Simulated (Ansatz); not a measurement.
## TePb, one cell by several methods

```
Te Pb
1.0
     0.00000    3.27541    3.22700
     3.27541    0.00000    3.22700
     3.27541    3.27541    0.00000
Te Pb
1 1
Direct
  0.50000 0.50000 0.50000
  0.00000 0.00000 0.00000
```

Atoms are numbered in the order listed.

The cell is COD entry 9008696, as deposited and not checked against the literature; nothing was relaxed. The listed cell was then made from it by scaling, straining or moving an atom.

No spin–orbit coupling, which matters for the heavy atoms here.

All numbers are computed: DFT, PBE, PAW with Ansatz's default frozen-core files, scalar-relativistic (Ansatz 0.2.0); DFT, PBE, all-electron PAW with datasets made for the crystal, scalar-relativistic (Ansatz 0.2.0); DFT, PBE, all-electron LAPW, scalar-relativistic (Ansatz 0.2.0).

For PAW: a Γ-centred 11×11×11 k mesh, Fermi–Dirac smearing of 0.08 eV, cutoff 420 eV, no spin polarisation. The crystal-made all-electron datasets (AE datasets) take a cutoff of 240 eV at this cell. LAPW targets a basis error of 1 meV/atom. The Ansatz runs share mesh, smearing and spin set-up. Plane-wave (PAW) pressures include the program's estimate of the Pulay term.

Stress and pressure are positive in compression.

The change that made this cell: x and y strained by +1.5 %, z held.

No spin–orbit coupling: at heavy atoms the gradients can be off by tens of per cent for that reason.

```
                             quantity    PAW  AE datasets   LAPW
                       pressure (GPa)   0.98         0.98   0.99
                      stress xx (GPa)   0.42         0.42   0.42
                      stress zz (GPa)   2.10         2.10   2.11
                        band gap (eV)  0.887        0.886  0.886
field gradient Vzz at Te1 (10²¹ V/m²)  -0.55        -0.55      –
field gradient Vzz at Pb2 (10²¹ V/m²)  -4.96        -5.05      –
```

PAW's pressure differs from the LAPW value by about 0.01 GPa or less.
